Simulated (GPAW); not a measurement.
Input of a GPAW 26.7.0 run:

The input run.py:

```python
from ase.dft.bandgap import bandgap
from ase.io import read, write
from gpaw import GPAW, PW
from gpaw.response.df import DielectricFunction

atoms = read('ZnCu.cif')

calc = GPAW(mode=PW(450),
            xc='GLLBSC',
            kpts={'size': (7, 7, 7), 'gamma': True},
            occupations={'name': 'fermi-dirac', 'width': 0.05},
            nbands=22,
            convergence={'density': 1e-06},
            maxiter=150,
            txt='gpaw.txt')
atoms.calc = calc
energy = atoms.get_potential_energy()
calc.write('gs.gpw')
write('result.traj', atoms)
print('Fermi level:', round(calc.get_fermi_level(), 4), 'eV')
print(f'Gap: {bandgap(calc)[0]:.4f} eV, direct: {bandgap(calc, direct=True)[0]:.4f} eV')

dense = calc.fixed_density(kpts={'size': (23, 23, 23), 'gamma': True},
                           nbands=34, convergence={'bands': 28},
                           update_fermi_level=True, txt='dense.txt')
dense.write('dense.gpw', mode='all')

df = DielectricFunction('dense.gpw', frequencies={'type': 'nonlinear', 'domega0': 0.05, 'omega2': 10},
                        eta=0.2, ecut=50, nbands=28, rate='eta', txt='df.txt')
for direction in ['x']:
    df.get_dielectric_function(xc='RPA', direction=direction, filename=f'df_{direction}.csv')
```

File ZnCu.cif:

```cif
data_ZnCu
_cell_length_a 2.94500000
_cell_length_b 2.94500000
_cell_length_c 2.94500000
_cell_angle_alpha 90.00000000
_cell_angle_beta 90.00000000
_cell_angle_gamma 90.00000000
_space_group_name_H-M_alt 'P1'
_space_group_name_Hall 'P 1'
_space_group_IT_number 1
loop_
_space_group_symop_operation_xyz
'x,y,z'
loop_
_atom_site_label
_atom_site_type_symbol
_atom_site_symmetry_multiplicity
_atom_site_Wyckoff_symbol
_atom_site_fract_x
_atom_site_fract_y
_atom_site_fract_z
_atom_site_occupancy
Zn1 Zn 1 a 0.5000000000 0.5000000000 0.5000000000 1
Cu1 Cu 1 a 0.0000000000 0.0000000000 0.0000000000 1
```

Potentials or basis: the program's PAW data sets (release 1.2.1) made for this functional, pw.

The run is started by

```bash
$ OMP_NUM_THREADS=1 python run.py
```

Estimate the band gap on the k mesh, Kohn-Sham part alone.

none (metal or under the smearing width).

Dielectric function (mean over the directions given):
```tsv
energy (eV)	real part	imaginary part
0.88	-123.43	63.36
1.26	-60.34	23.09
1.77	-25.38	10.06
2.30	-9.73	12.49
2.66	-8.75	15.33
3.17	-10.78	11.64
3.69	-9.41	8.42
4.16	-8.00	5.52
4.51	-6.33	4.48
5.01	-5.33	3.94
5.53	-4.23	2.79
5.91	-3.22	2.44
6.39	-2.85	2.50
6.87	-2.38	2.16
7.38	-1.83	1.95
7.81	-1.79	1.92
8.25	-1.51	1.58
8.80	-1.14	1.62
9.18	-1.23	1.58
9.66	-1.01	1.28
10.16	-0.79	1.23
10.67	-0.74	1.10
11.09	-0.58	1.02
11.52	-0.51	1.03
12.08	-0.44	0.87
12.42	-0.32	0.84
12.88	-0.29	0.80
13.48	-0.16	0.71
13.97	-0.09	0.69
14.35	-0.04	0.64
14.86	0.04	0.62
15.39	0.10	0.60
15.80	0.14	0.58
16.36	0.21	0.56
16.93	0.24	0.56
17.51	0.27	0.54
17.96	0.30	0.54
18.58	0.31	0.53
19.22	0.35	0.52
19.87	0.34	0.49
```

Caveat: the intraband term hangs on this k mesh; a model potential gives levels but no total energy; the long-wavelength limit can be off by several per cent where d states take part; response on these states lacks terms of the Hamiltonian; independent-particle spectra lack excitons.
